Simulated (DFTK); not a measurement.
Here is a DFTK 0.8.2 calculation.

Contents of run.jl:

```julia
using DFTK
using PseudoPotentialData
using Unitful, UnitfulAtomic
using LinearAlgebra, Printf
include("save.jl")
disable_threading()

# lattice vectors are the columns
lattice = austrip(1u"Å") * [       2.49824       -1.24912            0.0;
                      0.0   2.1635393048            0.0;
                      0.0            0.0         6.6357]
symbols   = [:N, :N, :B, :B]
positions = [[0.6666666667, 0.3333333333, 0.25],
             [0.3333333333, 0.6666666667, 0.75],
             [0.6666666667, 0.3333333333, 0.75],
             [0.3333333333, 0.6666666667, 0.25]]
pseudopotentials = PseudoFamily("dojo.nc.sr.pbesol.v0_4_1.standard.upf")
elements = Dict(s => ElementPsp(s, pseudopotentials) for s in unique(symbols))
atoms    = [elements[s] for s in symbols]

build_model(lattice, positions; symmetries=true) =
    model_DFT(lattice, atoms, positions;
              functionals=PBEsol(),
              temperature=austrip(0.05u"eV"),
              smearing=Smearing.FermiDirac(),
              symmetries)
Ecut  = 42.0  # hartree
kgrid = [12, 12, 4]
tol   = 1e-6
to_GPa = ustrip(uconvert(u"GPa", 1u"hartree/bohr^3"))

model = build_model(lattice, positions)
basis = PlaneWaveBasis(model; Ecut, kgrid)
display(basis)
scfres = self_consistent_field(basis;
                               tol,
                               nbandsalg=AdaptiveBands(model; n_bands_converge=13))
display(scfres.energies)
@printf "Fermi level: %.6f eV\n" ustrip(auconvert(u"eV", something(scfres.εF, NaN)))
forces = compute_forces_cart(scfres)
println("Forces (eV/Å)")
for (s, f) in zip(symbols, forces)
    @printf "%-3s %12.6f %12.6f %12.6f\n" s ustrip.(auconvert.(u"eV/Å", f))...
end
stress = compute_stresses_cart(scfres)
println("Stress (GPa)")
display(round.(stress * to_GPa; digits=4))
println("Levels at the first k-point (eV): ", round.(ustrip.(auconvert.(u"eV", scfres.eigenvalues[1][1:scfres.n_bands_converge])); digits=4))
save_scf!(scfres; forces, stress)
```

Potentials or basis: dojo.nc.sr.pbesol.v0_4_1.standard.upf (PBEsol).

Run with:

```console
$ julia --threads=1 run.jl  # save.jl only writes the numbers to a file and isn't shown; printed stress counts tension as positive; times include loading and compiling
```

Estimate the band gap on the k mesh.

4.21 eV, indirect (least direct gap 4.62 eV).

Estimate the pressure.

2.6 GPa.

Stress tensor (GPa, compression positive):
```
3.38 0.00 0.00
0.00 3.38 0.00
0.00 0.00 0.94
```

Caveat: this functional lacks dispersion, which binds the layers, so the pressure and a relaxed spacing across them are unreliable. A k mesh can miss the band edges.
